**Hand estimates of the volume and bulk modulus of diamond against five LDA runs**

The table holds the equilibrium volume, bulk modulus and modulus slope of diamond from five ABINIT LDA runs with three sets of potentials, for a static lattice. The program tests bond-length rules ($V=1.5396\,d^3$, $B_0=C\,d^{-3.5}$, slope 4) and a three-energy finite-difference rule with Murnaghan corrections and one assumed slope. The bond-length rules give volume and modulus to 1 to 6 % but do not rank the rows, HGH being both larger and stiffer than JTH. The three-energy rule with the wider step reproduces the tabulated volumes within rounding and the moduli within 0.08 %, using the same energies as the tabulated fits. The output also shows how a narrow step amplifies scatter in the energies, how the error behaves away from the minimum, and how fixed-basis pressures bias the volume low.

Diamond in its two-atom cell, computed with ABINIT by Kohn-Sham DFT with the LDA functional, without spin polarisation, on a 13×13×13 k mesh with Fermi-Dirac smearing of 0.05 eV. The basis column gives the plane-wave cutoff; volume, bulk modulus and its pressure slope come from Birch-Murnaghan fits to static-lattice energies at seven volumes.

## Script

```python
# Table: equilibrium volume, bulk modulus B0 and slope B' of diamond; ABINIT, LDA, three potential sets, five runs.
# Tested: (1) bond-length rules for V0, B0, B'; (2) a three-energy hand rule with an assumed B'; noise and range limits.
T = {
    'run_potentials': ['JTH PAW LDA v2.0', 'JTH PAW LDA v2.0', 'JTH PAW LDA v2.0', 'HGH LDA', 'PseudoDojo NC SR LDA v0.4 stringent'],
    'run_basis': ['408 eV', '707 eV', '544 eV', '1088 eV', '1116 eV'],
    'result_equilibrium_volume': [5.497, 5.498, 5.5, 5.515, 5.534],  # angstrom^3/atom
    'result_bulk_modulus': [470.1, 468.6, 468.9, 471.0, 465.1],  # GPa
    'result_bulk_modulus_slope': [3.78, 3.68, 3.67, 3.65, 3.66],
}
import numpy as np
from scipy.constants import e
G = e*1e21  # GPa per eV/A^3
V0, B0, Bp = (np.array(T[k], float) for k in ('result_equilibrium_volume', 'result_bulk_modulus', 'result_bulk_modulus_slope'))
cut = [int(float(str(b).split()[0])) for b in T['run_basis']]
lab = [str(p).split()[0][:6] + ' ' + str(c) for p, c in zip(T['run_potentials'], cut)]
# typed from further outputs of the same runs, keyed by cutoff: volumes, energies, fit rms, pressure at third volume
V = np.array([5.331534, 5.444971, 5.558408, 5.671845, 5.785282, 5.898719, 6.012156])
E = {707: [-156.837299, -156.844239, -156.844026, -156.837285, -156.824655, -156.806653, -156.783766],
     408: [-156.82273, -156.829754, -156.829446, -156.822701, -156.809977, -156.792109, -156.769093],
     544: [-156.832315, -156.839389, -156.839308, -156.832673, -156.82014, -156.802225, -156.779408],
     1088: [-155.374462, -155.382569, -155.383452, -155.377608, -155.365876, -155.34858, -155.326354],
     1116: [-164.133267, -164.142546, -164.144551, -164.139928, -164.129285, -164.113176, -164.092087]}
rms = {707: 3.96e-6, 408: 5.00e-5, 544: 5.55e-6, 1088: 2.09e-5, 1116: 2.13e-6}
Pout = {707: -5.403831, 544: -5.038768, 1116: -2.218634}
f = lambda a, n=1: ' '.join(f'{x:+.{n}f}' for x in a)
r = cut.index(707); J = [i for i, l in enumerate(lab) if l.startswith('JTH')]
g = 8/(3*np.sqrt(3)); d = (V0/g)**(1/3)
print('row order:', ', '.join(lab), '(eV); rounding: V0 0.0005 A^3, B0 0.05 GPa')
print(f'spread V0 {100*np.ptp(V0)/V0.mean():.2f}%, B0 {100*np.ptp(B0)/B0.mean():.2f}%; JTH only {np.ptp(V0[J]):.3f} A^3, {np.ptp(B0[J]):.1f} GPa')
print('V0 less JTH 707 (A^3):', f(V0-V0[r], 3), '| V0 vs listed cell (%):', f(100*(V0/V[3]-1)))
print(f'RULE 1: V = {g:.4f} d^3; d at minimum (A):', ' '.join(f'{x:.4f}' for x in d), '| d^3.5:', ' '.join(f'{x:.3f}' for x in d**3.5))
for rc in (0.76, 0.77):  # rough recalled covalent radius; C = 2000 rough recalled
    print(f'radius {rc} A: V {g*(2*rc)**3:.3f} A^3, error %', f(100*(g*(2*rc)**3/V0-1)), f'| B {2000/(2*rc)**3.5:.0f} GPa, error %', f(100*(2000/(2*rc)**3.5/B0-1)))
print('B = 2000 d^-3.5 with table d (GPa):', ' '.join(f'{x:.1f}' for x in 2000/d**3.5), '| error %', f(100*(2000/d**3.5/B0-1)))
print(f'refitted C = {np.exp(np.mean(np.log(B0*d**3.5))):.0f} GPa A^3.5; geometric mean B0 {np.exp(np.mean(np.log(B0))):.1f} GPa')
R = []
for name, p in (('constant', 0), ('d^-3.5', 7/6), ('one curve', np.median(Bp))):
    m = np.exp(np.mean(np.log(B0*V0**p)))/V0**p - B0; R.append(np.sqrt(np.mean(m**2)))
    print(f'B0 ~ V0^-{p:.2f} ({name}): model-table GPa', f(m), f'| rms {R[-1]:.1f}')
print('dlnB0/dlnV0 from JTH 707:', ', '.join(f'{lab[i]} {np.log(B0[i]/B0[r])/np.log(V0[i]/V0[r]):+.2f}' for i in range(5) if i not in J))
print("B' = 4 error %:", f(100*(4/Bp-1)), "| B' = 3.7 error %:", f(100*(3.7/Bp-1)))
def rule(c, k, s, b):
    y = E[c]; v = V[k]; h = (V[k+s]-V[k-s])/2
    s1, s2 = y[k+s]-y[k-s], y[k+s]-2*y[k]+y[k-s]
    e2 = s2/h**2/(1+(b+1)*(b+2)*(h/v)**2/12); e1 = s1/(2*h) + (b+1)*e2*h**2/(6*v)
    P, B = -e1*G, v*e2*G; b0 = B-b*P; vp = v - s1*h/(2*s2)
    return s1, s2, P, B, v*(1+b*P/b0)**(1/b), b0, vp, vp*s2/h**2*G, h
out = {}
for s in (1, 2):
    o = out[s] = np.array([rule(c, 2, s, 3.7) for c in cut]); h = o[0, 8]
    print(f"RULE 2, B'=3.7, centre {V[2]:.4f}, h {h:.4f} A^3, E'' divisor {1+4.7*5.7*(h/V[2])**2/12:.4f}")
    print(' row: E+ - E-, 2nd difference (meV), P, B (GPa), V0 (error), B0 (error), noise estimate GPa')
    for i, c in enumerate(cut):
        x = o[i]
        print(f' {lab[i]}: {1e3*x[0]:.3f} {1e3*x[1]:.3f} {x[2]:.2f} {x[3]:.1f} {x[4]:.4f} ({x[4]-V0[i]:+.4f}) {x[5]:.1f} ({x[5]-B0[i]:+.1f}) {6**.5*rms[c]*V[2]/h**2*G:.1f}')
    w = np.argmax(abs(o[:, 5]-B0)); q = np.array([rule(c, 2, s, 4.0) for c in cut])
    print(f' worst B0: {lab[w]} {100*(o[w,5]/B0[w]-1):+.2f}%; largest V0 error {100*np.max(abs(o[:,4]/V0-1)):.3f}%')
    print("  with B'=4: V0 error", f(q[:, 4]-V0, 4), '| B0 error', f(q[:, 5]-B0))
    print('  bare parabola: V0 error', f(o[:, 6]-V0, 4), '| B0 error %', f(100*(o[:, 7]/B0-1)))
print('Range, narrow h, centres 2 to 6 of the seven volumes')
for c in (707, 1116):
    i = cut.index(c); z = np.array([rule(c, k, 1, 3.7) for k in range(1, 6)])
    print(f' {lab[i]}: centre/V0-1 %', f(100*(V[1:6]/V0[i]-1)), '| V0 error', f(z[:, 4]-V0[i], 4), '| B0 error', f(z[:, 5]-B0[i]))
print("One pressure, B0=470 GPa, B'=3.7: run pressure less energy slope (GPa), V0 (error)")
for c, P in Pout.items():
    i = cut.index(c); v = V[2]*(1+3.7*P/470)**(1/3.7)
    print(f' {lab[i]}: {P-out[1][i,2]:+.2f}, {v:.4f} ({v-V0[i]:+.4f})')
assert np.all((Bp > 3.5) & (Bp < 4)) and np.all(V0 < V[3])
assert V0[cut.index(1116)]-V0[r] > 5*np.ptp(V0[J]) and R[2] > R[0]
assert np.max(abs(out[2][:, 5]/B0-1)) < 0.01 < np.max(abs(out[1][:, 5]/B0-1))
assert all(P < out[1][cut.index(c), 2] for c, P in Pout.items())
```

Printed output:

```
row order: JTH 408, JTH 707, JTH 544, HGH 1088, Pseudo 1116 (eV); rounding: V0 0.0005 A^3, B0 0.05 GPa
spread V0 0.67%, B0 1.26%; JTH only 0.003 A^3, 1.5 GPa
V0 less JTH 707 (A^3): -0.001 +0.000 +0.002 +0.017 +0.036 | V0 vs listed cell (%): -3.1 -3.1 -3.0 -2.8 -2.4
RULE 1: V = 1.5396 d^3; d at minimum (A): 1.5284 1.5285 1.5287 1.5301 1.5318 | d^3.5: 4.414 4.415 4.417 4.431 4.449
radius 0.76 A: V 5.407 A^3, error % -1.6 -1.7 -1.7 -2.0 -2.3 | B 462 GPa, error % -1.7 -1.4 -1.5 -1.9 -0.7
radius 0.77 A: V 5.623 A^3, error % +2.3 +2.3 +2.2 +2.0 +1.6 | B 441 GPa, error % -6.1 -5.8 -5.9 -6.3 -5.1
B = 2000 d^-3.5 with table d (GPa): 453.1 453.0 452.8 451.4 449.6 | error % -3.6 -3.3 -3.4 -4.2 -3.3
refitted C = 2074 GPa A^3.5; geometric mean B0 468.7 GPa
B0 ~ V0^-0.00 (constant): model-table GPa -1.4 +0.1 -0.2 -2.3 +3.6 | rms 2.0
B0 ~ V0^-1.17 (d^-3.5): model-table GPa -0.2 +1.2 +0.7 -2.9 +1.1 | rms 1.5
B0 ~ V0^-3.67 (one curve): model-table GPa +2.3 +3.5 +2.6 -4.2 -4.2 | rms 3.4
dlnB0/dlnV0 from JTH 707: HGH 1088 +1.65, Pseudo 1116 -1.15
B' = 4 error %: +5.8 +8.7 +9.0 +9.6 +9.3 | B' = 3.7 error %: -2.1 +0.5 +0.8 +1.4 +1.1
RULE 2, B'=3.7, centre 5.5584, h 0.1134 A^3, E'' divisor 1.0009
 row: E+ - E-, 2nd difference (meV), P, B (GPa), V0 (error), B0 (error), noise estimate GPa
 JTH 408: 7.053 6.437 -5.13 445.1 5.4961 (-0.0009) 464.0 (-6.1) 8.5
 JTH 707: 6.954 6.528 -5.06 451.4 5.4977 (-0.0003) 470.1 (+1.5) 0.7
 JTH 544: 6.716 6.554 -4.89 453.2 5.4999 (-0.0001) 471.3 (+2.4) 0.9
 HGH 1088: 4.961 6.727 -3.66 465.1 5.5155 (+0.0005) 478.6 (+7.6) 3.5
 Pseudo 1116: 2.618 6.628 -2.00 458.3 5.5344 (+0.0004) 465.7 (+0.6) 0.4
 worst B0: HGH 1088 +1.62%; largest V0 error 0.017%
  with B'=4: V0 error -0.0009 -0.0003 -0.0001 +0.0004 +0.0003 | B0 error -4.5 +3.0 +3.8 +8.7 +1.2
  bare parabola: V0 error -0.0007 -0.0000 +0.0003 +0.0016 +0.0020 | B0 error % -6.3 -4.6 -4.3 -1.9 -1.8
RULE 2, B'=3.7, centre 5.5584, h 0.2269 A^3, E'' divisor 1.0037
 row: E+ - E-, 2nd difference (meV), P, B (GPa), V0 (error), B0 (error), noise estimate GPa
 JTH 408: 12.753 26.185 -5.09 451.4 5.4973 (+0.0003) 470.2 (+0.1) 2.1
 JTH 707: 12.644 26.098 -5.05 449.9 5.4976 (-0.0004) 468.6 (-0.0) 0.2
 JTH 544: 12.175 26.161 -4.89 451.0 5.4997 (-0.0003) 469.0 (+0.1) 0.2
 HGH 1088: 8.586 26.566 -3.63 457.9 5.5152 (+0.0002) 471.4 (+0.4) 0.9
 Pseudo 1116: 3.982 26.550 -2.00 457.7 5.5343 (+0.0003) 465.1 (-0.0) 0.1
 worst B0: HGH 1088 +0.08%; largest V0 error 0.007%
  with B'=4: V0 error -0.0000 -0.0008 -0.0007 -0.0003 -0.0001 | B0 error +1.6 +1.4 +1.6 +1.4 +0.5
  bare parabola: V0 error +0.0062 +0.0054 +0.0056 +0.0067 +0.0074 | B0 error % -4.6 -4.6 -4.4 -3.1 -1.5
Range, narrow h, centres 2 to 6 of the seven volumes
 JTH 707: centre/V0-1 % -1.0 +1.1 +3.2 +5.2 +7.3 | V0 error -0.0003 -0.0003 -0.0012 -0.0009 -0.0021 | B0 error -1.1 +1.5 -2.0 -1.5 -2.9
 Pseudo 1116: centre/V0-1 % -1.6 +0.4 +2.5 +4.5 +6.6 | V0 error +0.0005 +0.0004 +0.0003 -0.0003 -0.0008 | B0 error -1.3 +0.6 +0.0 -1.4 -2.1
One pressure, B0=470 GPa, B'=3.7: run pressure less energy slope (GPa), V0 (error)
 JTH 707: -0.35, 5.4935 (-0.0045)
 JTH 544: -0.15, 5.4979 (-0.0021)
 Pseudo 1116: -0.22, 5.5320 (-0.0020)
```
